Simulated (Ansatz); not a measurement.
MgO built on the CsCl prototype was relaxed with 5 functionals in the plane-wave code Ansatz, cell and atoms free, the symmetry of the start kept (meshes: PBE 10×10×10, r2SCAN 8×8×8, PBEsol 8×8×8, LDA 8×8×8, HSE06 6×6×6). Spin-unpolarised throughout. Whether this structure exists isn't addressed.

The HSE06 result:
```xyz
2
Lattice="2.6193 0.0000 0.0000 0.0000 2.6193 0.0000 0.0000 0.0000 2.6193" Properties=species:S:1:pos:R:3 pbc="T T T"
Mg    0.0000    0.0000    0.0000
O     1.3097    1.3097    1.3097
```

It is cubic, Pm-3m (No. 221); conventional cell a = 2.619 Å, 8.99 Å³ an atom. Around Mg lie 8 O at 2.27 Å; around O lie 8 Mg at 2.27 Å.

Q: What lattice does PBEsol give?

A: a = 2.633 Å; the volume differs by +1.6 % from HSE06's. Mg has 8 O at 2.28 Å; O has 8 Mg at 2.28 Å.

Q: How does the cell change with LDA?

A: a = 2.598 Å; the volume differs by -2.4 % from HSE06's. Mg has 8 O at 2.25 Å; O has 8 Mg at 2.25 Å.

Q: Held at the r2SCAN cell, what mean stress do LDA and PBE find, and does its sign point to their own minimum?

A: Yes. LDA -4.41 GPa, and its relaxed volume is -2.8 % from r2SCAN's; PBE +6.24 GPa, and its relaxed volume is +4.2 % from r2SCAN's. Compression counts positive, so a positive stress asks for a larger cell.
